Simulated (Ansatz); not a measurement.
MgTe (P6_3mc) as a strained film

```xyz
4
Lattice="4.5627 0.0000 0.0000 -2.2813 3.9514 0.0000 0.0000 0.0000 7.4083" Properties=species:S:1:pos:R:3 pbc="T T T"
Mg    0.0000    2.6343    0.0297
Mg    2.2813    1.3171    3.7338
Te    0.0000    2.6343    2.8225
Te    2.2813    1.3171    6.5266
```

This cell was relaxed by PAW under PBEsol. A film on a (0001) substrate is mimicked by stretching x and y by ε∥; the length along z and the atoms then relax by PAW (default files of Ansatz 0.2.0, cutoff 420 eV, stress met within about 0.05 GPa). Stress and levels come from PBEsol, all-electron LAPW in Ansatz 0.2.0, with spin-orbit coupling; k mesh 6×6×4, fixed occupations, basis error target 0.5 meV/atom. Conduction levels are in eV over the valence top, at fixed fractional wave vectors («min» is a refined band extremum of the unstrained crystal off the named points); spin-orbit pairs are averaged.

```csv
ε∥ (%),ε⊥ (%),"σ∥ (GPa, tension positive)",Γ,min (oblique),M ⊥ z,L (oblique),2nd valence level at Γ,3rd
-2.0,1.837,-1.22,2.105,2.544,2.855,2.744,-0.147,-0.471
-1.0,0.914,-0.60,2.131,2.629,2.843,2.825,-0.066,-0.496
-0.5,0.458,-0.30,2.137,2.667,2.834,2.860,-0.026,-0.509
0.0,0.000,0.00,2.124,2.687,2.809,2.877,-0.015,-0.537
0.5,-0.464,0.28,2.082,2.679,2.756,2.866,-0.056,-0.591
1.0,?,?,?,?,?,?,?,?
2.0,-1.903,1.10,1.946,2.646,2.593,2.823,-0.173,-0.752
```

The last two columns are counted from the highest valence level at Γ.

Problem. How does the film contract along z, and how stiff is it in the plane?

Solution. Quadratic fits through the 6 rows shown have slopes dε⊥/dε∥ = -0.933 and dσ∥/dε∥ = 58.1 GPa at zero strain. Elasticity asks −2C13/C33 = -0.933 and C11 + C12 − 2C13²/C33 = 58.4 GPa, from PAW constants C11 = 52.2, C12 = 30.4, C13 = 26.0, C33 = 55.7 GPa. At the level of the σ∥ column the films keep up to 0.01 GPa along z against the unstrained cell, and the constants are scalar-relativistic PAW values, so part of the difference is the change of level.

Problem. Fill the row at ε∥ = 1.0 %.

Solution. The fits give ε⊥ = -0.944 % and σ∥ = 0.56 GPa. Computed: ε⊥ (%) = -0.933, σ∥ (GPa, tension positive) = 0.56, Γ = 2.038, min (oblique) = 2.669, M ⊥ z = 2.702, L (oblique) = 2.853, 2nd valence level at Γ = -0.096, 3rd = -0.645.

Problem. What is the slope of the gap under small compression and under small tension?

Solution. dE_g/dε∥ is -26 meV per % on the compressed side and -83 on the stretched side, so the gap rises under compression and falls under tension. The lowest conduction level stays at Γ.

Caveats: the frozen-core PAW files of the relaxations were fitted under PBE, their cores solved anew for this functional; semilocal gaps are low, and the spacing of valleys can be off by tenths of an eV; levels are read at fixed fractional k, so an edge that moves off these points is missed.
